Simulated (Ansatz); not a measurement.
A run of Ansatz 0.2.0 is set up as follows.

Contents of input.yaml:

```yaml
crystal:
  lattice:
    - [0.018902, 2.027327, 2.057082]
    - [1.977143, 0.043003, 2.032981]
    - [1.938652, 1.964735, 0.081495]
  atoms:
    - { symbol: Re, spin: 1.0, position_ang: [0.0, 0.0, 0.0] }
hamiltonian:
  xc: pbe
  pseudopotentials: { kind: nc, accuracy: standard }
  dispersion: d3bjatm
magnetization:
  spin_polarized: true
kpoints:
  mp_grid: { grid: [9, 9, 9] }
scf:
  occupations: { method: gaussian, width: 0.1 }
output:
  forces: true
  stress: true
  eigenvalues: true
  xc_energy_on_converged_density: [lda, pbesol, rpbe, revpbe, blyp, r2scan]
  write_density: true
  write_potential: true
  elf: true
  volumetric_format: npy
```

Potentials or basis: PseudoDojo standard (PBE files).

Command:

```bash
$ ansatz run input.yaml --threads 1 --pin off --max-ram 2560MiB --backend cpu --events-out ev --progress --plain --runs-dir out
```

What does it give for the band gap on the k mesh?

None (metal or under the smearing width).

Predict the pressure.

-13.0 GPa.

Stress tensor (GPa, compression positive):
```
 -9.49   1.89  -5.79
  1.89 -12.81  -9.96
 -5.79  -9.96 -16.56
```

Caveat: pairwise dispersion overbinds metals, which lowers pressure and volume; the starting moments weren't kept. Spin-orbit coupling is left out, which matters for the levels of Re.
